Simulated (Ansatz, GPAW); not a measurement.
# Sb: 3 runs at one level of theory

```
Sb
1.0
     2.15420    1.24373    3.75800
    -2.15420    1.24373    3.75800
     0.00000   -2.48746    3.75800
Sb
2
Cartesian
  0.0000 0.0000 8.6416
  0.0000 0.0000 2.6324
```

Alike in all runs: task single point; functional PBE; k mesh 8 × 8 × 8; occupations gaussian, width 0.024 eV; no spin polarisation; no spin-orbit coupling. Pressure is positive in compression and, in plane waves, holds the error of the finite cutoff, which Ansatz's Pulay term estimates and takes out.

```
                        program and potentials  plane-wave cutoff (eV)                             notes  pressure (GPa)  largest force (eV/Å)
                            Ansatz, Ansatz PAW                     420  Pulay term of +0.03 GPa included            2.70                 0.142
Ansatz, all-electron LAPW, scalar-relativistic                       -                                 -            2.71                 0.142
    GPAW, GPAW PAW data sets (gpaw-data 1.2.1)                     600                                 -            2.40                 0.125
```

Force on atom 1 (Sb), eV/Å:

```json
{"program and potentials": "Ansatz, Ansatz PAW", "x": "0.000", "y": "0.000", "z": "-0.142"}
{"program and potentials": "Ansatz, all-electron LAPW, scalar-relativistic", "x": "0.000", "y": "0.000", "z": "-0.142"}
{"program and potentials": "GPAW, GPAW PAW data sets (gpaw-data 1.2.1)", "x": "0.000", "y": "0.000", "z": "-0.125"}
```

The pressure spans 2.40 (GPAW, GPAW PAW data sets (gpaw-data 1.2.1)) to 2.71 GPa (Ansatz, all-electron LAPW, scalar-relativistic), with all-electron results at 2.71.

The functional is the same throughout but for its coding, so the spread measures potentials, basis and numerics; runs on potential files found faulty are left out.
